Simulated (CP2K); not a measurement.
Runs of CP2K 2026.2 on MgO. Symmetry: P-6m2, No. 187, hexagonal system. Conventional cell: a = 2.938 Å, b = 2.938 Å, c = 2.680 Å, α = 90.00°, β = 90.00°, γ = 120.00°. Around Mg (site symmetry -6m2) lie 6 O at 2.16 Å. O (site symmetry -6m2) is surrounded by 6 Mg at 2.16 Å. Measurements of this composition are mostly on another form, of space group No. 225.

```csv
potentials or basis,gap on the mesh (eV),pressure (GPa)
"GTH_POTENTIALS Mg GTH-PBE-q10, O GTH-PBE-q6; DZVP-MOLOPT-SR-GTH basis",2.87,3.4
"GTH_POTENTIALS Mg GTH-BLYP-q10, O GTH-BLYP-q6; DZVP-MOLOPT-SR-GTH basis",2.90,3.2
"GTH_POTENTIALS Mg GTH-PADE-q10, O GTH-PADE-q6; DZVP-MOLOPT-SR-GTH basis",(a),1.8
"POTENTIAL_UZH Mg GTH-PBE0-q10, O GTH-PBE0-q6; DZVP-MOLOPT-SR-GTH basis",2.90,3.1
"POTENTIAL_UZH Mg GTH-SCAN-q10, O GTH-SCAN-q6; DZVP-MOLOPT-SR-GTH basis",(b),3.0
```

Alike in all rows: task single point; level PBE; no spin polarisation; cell as given; k mesh 10 × 10 × 10; smearing fermi-dirac 0.05 eV.

Estimate the missing entries.

(a) 3.01; (b) 3.06.

Caveats: the basis of atomic orbitals isn't converged, which shifts pressures, moduli and gaps; the potentials were made for another functional, which shifts forces and pressure (some runs).

A k mesh can miss the band edges.
